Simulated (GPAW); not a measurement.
The system is AlCu3.

```xyz
4
Lattice="3.6374 0.0000 0.0000 0.0000 3.6374 0.0000 0.0000 0.0000 3.6374" Properties=species:S:1:pos:R:3 pbc="T T T"
Cu    0.0000    1.8187    1.8187
Cu    1.8187    0.0000    1.8187
Cu    1.8187    1.8187    0.0000
Al    0.0000    0.0000    0.0000
```

The cell comes from a database or a generator and needn't be the stable form of this composition.

Base run:

- Program: GPAW 26.7.0
- Functional: PBEsol
- Potentials or basis: PAW data sets generated in the run's folder for this functional
- Cutoff: 600 eV
- Basis: pw
- k mesh: 7 × 7 × 7
- Occupations: fermi-dirac, width 0.05 eV
- Spin: no spin polarisation

Its results: pressure 0.8 GPa.

Task: The run is repeated on the same cell with these changes: functional from PBEsol to LDA; potentials or basis from PAW data sets generated in the run's folder for this functional to the program's PAW data sets (release 1.2.1) made for this functional. What comes out?

Result: Pressure -5.3 GPa.

Caveats: with this Cu data set, volumes or pressures lay over 1.5 % or 2 GPa off other programs in two to four cells of ten.

Not every run made on this cell is shown here.
